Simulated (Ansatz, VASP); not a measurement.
# Two plane-wave programs on Si

Contents of INCAR:

```
SYSTEM = Si
PREC     = Accurate       ! precision mode
ENCUT    = 520            ! plane-wave cutoff, eV
EDIFF    = 1E-6           ! SCF threshold, eV
ISMEAR   = 0              ! smearing method
SIGMA    = 0.05           ! smearing width, eV
LREAL    = .False.        ! projectors in reciprocal space
LASPH    = .True.         ! aspherical terms in the spheres
NELM     = 100            ! most SCF steps
ALGO     = Normal         ! electronic algorithm
ISIF     = 2              ! what is computed and relaxed
LWAVE    = .False.        ! write WAVECAR
LCHARG   = .False.        ! write CHGCAR
GGA      = PE             ! functional
NBANDS   = 26             ! bands
```

The input KPOINTS:

```
regular mesh
0
Gamma
  10 10 3
  0 0 0
```

The input POSCAR:

```
Si
1.0
   -3.8510822046      0.0000000000      0.0000000000
   -1.9255411023     -3.3351350213      0.0000000000
    0.0000000000      0.0000000000     12.7293621948
Si
8
Direct
    0.3333333333      0.3333333333      0.0314660365
    0.3333333333      0.3333333333      0.5314660365
    0.6666666667      0.6666666667      0.2814660365
    0.6666666667      0.6666666667      0.7814660365
    0.3333333333      0.3333333333      0.2185339635
    0.3333333333      0.3333333333      0.7185339635
    0.6666666667      0.6666666667      0.4685339635
    0.6666666667      0.6666666667      0.9685339635
```

Input for Ansatz:

```yaml
crystal:
  lattice:
    - [-3.8510822046, 0.0, 0.0]
    - [-1.9255411023, -3.3351350213, 0.0]
    - [0.0, 0.0, 12.7293621948]
  atoms:
    - { symbol: Si, position: [0.3333333333, 0.3333333333, 0.0314660365] }
    - { symbol: Si, position: [0.3333333333, 0.3333333333, 0.5314660365] }
    - { symbol: Si, position: [0.6666666667, 0.6666666667, 0.2814660365] }
    - { symbol: Si, position: [0.6666666667, 0.6666666667, 0.7814660365] }
    - { symbol: Si, position: [0.3333333333, 0.3333333333, 0.2185339635] }
    - { symbol: Si, position: [0.3333333333, 0.3333333333, 0.7185339635] }
    - { symbol: Si, position: [0.6666666667, 0.6666666667, 0.4685339635] }
    - { symbol: Si, position: [0.6666666667, 0.6666666667, 0.9685339635] }
basis:
  ecutwfc: 420
kpoints:
  mp_grid: { grid: [10, 10, 3] }
hamiltonian:
  xc: pbe
  pseudopotentials: { kind: paw, azcp: { folder: soft_1 } }
scf:
  occupations: { method: gaussian, width: 0.05 }
output:
  forces: true
  stress: true
  eigenvalues: true
  write_density: true
  write_potential: true
  elf: true
  volumetric_format: npy
```

Alike in both runs: task single point; functional PBE; k mesh 10 × 10 × 3; occupations gaussian, width 0.05 eV; no spin polarisation.

```csv
,VASP,Ansatz
version,VASP 6.6.1,Ansatz 0.2.0
potentials or method,"VASP PAW PBE potentials, release 64 (Si)","scalar-relativistic, plane waves, PAW"
plane-wave cutoff (eV),520,420
valence electrons in the cell,32,32
```

|  | VASP | Ansatz | Ansatz less VASP |
| --- | --- | --- | --- |
| gap on the k mesh at the Fermi level (eV) | 0.45 | 0.45 | 0.000 |
| least direct gap on the mesh (eV) | 0.99 | 0.99 | -0.004 |
| pressure (GPa) | 0.0 | 0.0 | +0.05 |

Caveats: an odd mesh through Γ misses points on the zone boundary, where band edges often lie.
